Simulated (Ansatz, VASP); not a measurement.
## MgSe: VASP beside Ansatz

```
Mg Se
1.0
     0.00000    2.75447    2.75447
     2.75447    0.00000    2.75447
     2.75447    2.75447    0.00000
Mg Se
1 1
Direct
  0.00000 0.00000 0.00000
  0.50000 0.50000 0.50000
```

Alike in both runs: task relaxation of cell and atoms; functional PBE; k mesh 8 × 8 × 8; no spin polarisation.

```csv
,VASP,Ansatz
version,VASP 6.6.1,Ansatz 0.2.0
potentials or method,"VASP PAW PBE potentials, release 64 (Mg, Se)","scalar-relativistic, plane waves, PAW"
plane-wave cutoff (eV),600,420
occupations,"gaussian, width 0.01 eV",fixed
valence electrons in the cell,8,26
```

VASP gave:

```
gap on the k mesh at the Fermi level, each at its own relaxed structure (eV) : 1.75
relaxed volume (Å³/atom)                                                     : 20.85
relaxed cell length with the largest relative difference (Å)                 : 3.892
```

Q: What did Ansatz give for the same quantities?

A: gap on the k mesh at the Fermi level, each at its own relaxed structure (eV): 1.77; relaxed volume (Å³/atom): 20.89; relaxed cell length with the largest relative difference (Å): 3.895.

The two sets of potentials don't hold the same shells in valence.

A k mesh can miss the band edges.
